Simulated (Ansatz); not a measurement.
## Rigid cleavage in SnO2

Theory: DFT PBE, scalar-relativistic, plane waves, PAW in Ansatz 0.2.0. Settings: plane waves to 420 eV, k-mesh 6×8×3 (Γ-centred), Gaussian smearing 0.05 eV. No spin polarisation. Energies are free energies at this smearing, counted from the undisturbed cell; pressure is positive in compression.

Zero of the scan (relaxed at this level):

```
Sn O
1.0
     0.00000   -4.82770    0.00000
     0.00000    0.00000   -3.23799
     9.65541    0.00000    0.00000
Sn O
4 8
Direct
  0.00000 0.00000 0.70165
  0.00000 0.00000 0.20165
  0.50000 0.50000 0.95165
  0.50000 0.50000 0.45165
  0.69339 0.00000 0.85495
  0.69339 0.00000 0.35495
  0.19339 0.50000 0.79835
  0.19339 0.50000 0.29835
  0.30661 0.00000 0.04835
  0.30661 0.00000 0.54835
  0.80661 0.50000 0.10495
  0.80661 0.50000 0.60495
```

The cut lies on the cell's a–b face, a (1 0 0) plane (indices in the standard cell, whose axes needn't be the Cartesian ones shown) of area 15.63 Å², between layers 0.93 Å apart. Vector c is lengthened by d along the normal with the atoms' Cartesian places fixed: one unrelaxed cut a cell.

```tsv
d (Å)	energy (J/m²)	traction dE/dd (GPa)	gap on the mesh (eV)
-0.30	0.82	-57.5	0.68
-0.15	0.19	-26.7	0.74
0.00	0.00	0.0	0.68
0.25	0.44	32.3	0.18
0.50	1.47	48.3	0.05
0.75	2.73	50.0	0.03
1.00	3.89	41.6	0.04
1.50	5.39	18.8	0.00
2.00	5.98	7.1	0.00
3.00	6.34	1.7	0.00
4.50	6.49	0.6	0.00
6.00	6.55	0.3	0.00
```

Where the gap reads zero the k-mesh, chosen for the insulator, is on the coarse side.

Cost: 12 runs of about 4.2 core-minutes in all, on AMD EPYC 9R45 (Zen 5) (shared hosts).